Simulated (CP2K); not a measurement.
Runs of CP2K 2026.2 on Sb. The structure is tetragonal, space group I4/mcm (No. 140). The conventional cell has a = 8.060 Å, b = 8.060 Å, c = 4.051 Å, α = 90.00°, β = 90.00°, γ = 90.00°. Sb (site symmetry m2m) is surrounded by 7 Sb at 3.03 to 3.45 Å. This isn't the form of Sb at room conditions, which is rhombohedral.

```csv
task,level,potentials or basis,cell,k mesh,smearing,EPS_DEFAULT,k points reduced by the point group,NGRIDS,basis sets,potentials,gap on the mesh (eV),pressure (GPa),largest force (eV/Å)
band structure,TASK,POTENTIAL_UZH Sb GTH-SCAN-q5; TZVP-MOLOPT-SCAN-GTH basis,as given,7 × 7 × 7,fermi-dirac 0.1 eV,1.0E-10,yes,4,Sb TZVP-MOLOPT-SCAN-GTH-q5,Sb GTH-SCAN-q5 of POTENTIAL_UZH,none,1.9,(a)
band structure,SCAN,POTENTIAL_UZH Sb GTH-SCAN-q5; TZVP-MOLOPT-SCAN-GTH basis,as given,7 × 7 × 7,fermi-dirac 0.01 eV,1.0E-9,yes,4,Sb TZVP-MOLOPT-SCAN-GTH-q5,Sb GTH-SCAN-q5 of POTENTIAL_UZH,none,(b),0.08
relaxation of cell and atoms,LDA,GTH_POTENTIALS Sb GTH-PADE-q5; TZVP-MOLOPT-PBE-GTH basis,relaxed,6 × 6 × 6,fermi-dirac 0.05 eV,1.0E-10,-,4,Sb TZVP-MOLOPT-PBE-GTH-q5,Sb GTH-PADE-q5 of GTH_POTENTIALS,none,0.0,0.04
band structure,r2SCAN,POTENTIAL_UZH Sb GTH-SCAN-q5; TZVP-MOLOPT-SCAN-GTH basis,as given,7 × 7 × 7,fermi-dirac 0.05 eV,1.0E-9,yes,5,Sb TZVP-MOLOPT-SCAN-GTH-q5,Sb GTH-SCAN-q5 of POTENTIAL_UZH,none,0.3,0.12
```

Alike in all rows: no spin polarisation.

Problem. Estimate the missing entries.

Solution. (a) 0.13; (b) 0.7.

Caveats: the basis of atomic orbitals isn't converged, which shifts pressures, moduli and gaps; spin-orbit coupling is left out, which moves the levels of the heavy elements (some runs); the potentials were made for another functional, which shifts forces and pressure (some runs).

A k mesh can miss the band edges, and the runs leave out spin-orbit coupling on Sb.

A gap of «none» marks a metal or a gap under the smearing width.
